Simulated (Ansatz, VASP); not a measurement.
**TlBr: VASP beside Ansatz**

INCAR

```
PREC = Accurate ; ENCUT = 520
EDIFF = 1E-6 ; ISMEAR = 0
SIGMA = 0.05 ; LREAL = False
LASPH = True ; NELM = 60
ALGO = Normal ; ISIF = 2
LWAVE = False ; LCHARG = True
METAGGA = R2SCAN ; LMIXTAU = True
LELF = True ; LVHAR = True
NBANDS = 17
```

Contents of KPOINTS:

```
regular mesh
0
Gamma
  6 6 6
```

The input POSCAR:

```
TlBr
1.0
    4.0489391871      0.0000000000      0.0000000000
    0.0000000000      4.0489391871      0.0000000000
    0.0000000000      0.0000000000      4.0489391871
Tl Br
1 1
Direct
    0.0000000000      0.0000000000      0.0000000000
    0.5000000000      0.5000000000      0.5000000000
```

Input for Ansatz:

```yaml
crystal:
  lattice:
    - [4.0489391871, 0.0, 0.0]
    - [0.0, 4.0489391871, 0.0]
    - [0.0, 0.0, 4.0489391871]
  atoms:
    - { symbol: Tl, position: [0.0, 0.0, 0.0] }
    - { symbol: Br, position: [0.5, 0.5, 0.5] }
basis:
  ecutwfc: 500
  ecutrho_ratio: 4
kpoints:
  mp_grid: { grid: [6, 6, 6] }
hamiltonian:
  xc: r2scan
scf:
  occupations: { method: gaussian, width: 0.05 }
output:
  forces: true
  stress: true
  eigenvalues: true
```

Alike in both runs: task single point; functional r2SCAN; k mesh 6 × 6 × 6; occupations gaussian, width 0.05 eV; no spin polarisation.

|  | VASP | Ansatz |
| --- | --- | --- |
| version | VASP 6.6.1 | Ansatz 0.2.0 |
| potentials or method | VASP PAW PBE potentials, release 64 (Tl_d, Br) | scalar-relativistic, plane waves, PAW |
| plane-wave cutoff (eV) | 520 | 500 |
| valence electrons in the cell | 20 | 20 |

VASP gave:

```
gap on the k mesh at the Fermi level (eV) : 2.43
least direct gap on the mesh (eV)         : 2.43
pressure (GPa)                            : -0.9
```

**Question.** Which values does Ansatz return?

**Answer.** gap on the k mesh at the Fermi level (eV): 2.42; least direct gap on the mesh (eV): 2.42; pressure (GPa): -0.9.

Caveats: the PAW data sets were made with another functional, which shifts forces and pressure a little (VASP); spin-orbit coupling is left out, which as a rule narrows the gap of such compounds by several tenths of an eV. A k mesh can miss the band edges. r2SCAN opens gaps a little over a GGA but as a rule still falls short of measured ones.
